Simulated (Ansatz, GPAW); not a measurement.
Given: the input of a run of Ansatz 0.2.0 on Ta. 

Contents of input.yaml:

```yaml
crystal:
  lattice:
    - [-1.65128, 1.65128, 1.65128]
    - [1.65128, -1.65128, 1.65128]
    - [1.65128, 1.65128, -1.65128]
  atoms:
    - { symbol: Ta, position: [0.0, 0.0, 0.0] }
hamiltonian:
  xc: lda
  pseudopotentials: { kind: paw }
kpoints:
  mp_grid: { grid: [11, 11, 11] }
scf:
  occupations: { method: gaussian, width: 0.05 }
output:
  forces: true
  stress: true
  eigenvalues: true
```

Potentials or basis: Ansatz PAW.

The run is started by

```console
$ ansatz run input.yaml --threads 2 --pin off --max-ram 5632MiB --backend cpu --events-out ev --progress --plain --runs-dir out
```

Task: What does the same run look like in GPAW 26.7.0 (ASE script)? Potentials or basis there: the program's PAW data sets (release 1.2.1) made for this functional, cutoff 600 eV.

Result: As run (cutoffs and basis follow the program's own potentials, and thresholds, step limits or extra output files can differ):

run.py

```python
from ase import Atoms
from ase.dft.bandgap import bandgap
from ase.io import write
from ase.units import GPa
from gpaw import GPAW, PW

atoms = Atoms(['Ta'],
              cell=[[-1.65128, 1.65128, 1.65128],
                    [1.65128, -1.65128, 1.65128],
                    [1.65128, 1.65128, -1.65128]],
              scaled_positions=[[0.0, 0.0, 0.0]],
              pbc=True)

calc = GPAW(mode=PW(600),
            xc='LDA',
            kpts={'size': (11, 11, 11), 'gamma': True},
            occupations={'name': 'methfessel-paxton', 'order': 0, 'width': 0.05},
            nbands=15,
            convergence={'density': 1e-05, 'energy': 1e-05},
            maxiter=150,
            txt='gpaw.txt')
atoms.calc = calc
energy = atoms.get_potential_energy()
forces = atoms.get_forces()
stress = atoms.get_stress()
calc.write('gs.gpw')
write('result.traj', atoms)
print(f'Energy: {energy:.6f} eV')
print('Forces (eV/A):')
print(forces.round(4))
print('Stress (GPa):', (stress / GPa).round(3))
print('Fermi level:', round(calc.get_fermi_level(), 4), 'eV')
print(f'Gap: {bandgap(calc)[0]:.4f} eV, direct: {bandgap(calc, direct=True)[0]:.4f} eV')
```

Potentials or basis: the program's PAW data sets (release 1.2.1) made for this functional, pw.

Command:

```console
$ OMP_NUM_THREADS=1 python run.py
```

Both were run:

|  | Ansatz | GPAW |
| --- | --- | --- |
| Pressure | -9.5 GPa | -9.6 GPa |

Ansatz's pressure holds a Pulay term of +0.04 GPa for its cutoff of 420 eV, which the other run lacks.

Ansatz's potentials were made for PBE.

Where Ansatz's input types no cutoff or centring, it takes its own default and a Γ-centred mesh.

The two programs' LDA may be different fits to the electron gas.

Pressure is positive in compression.
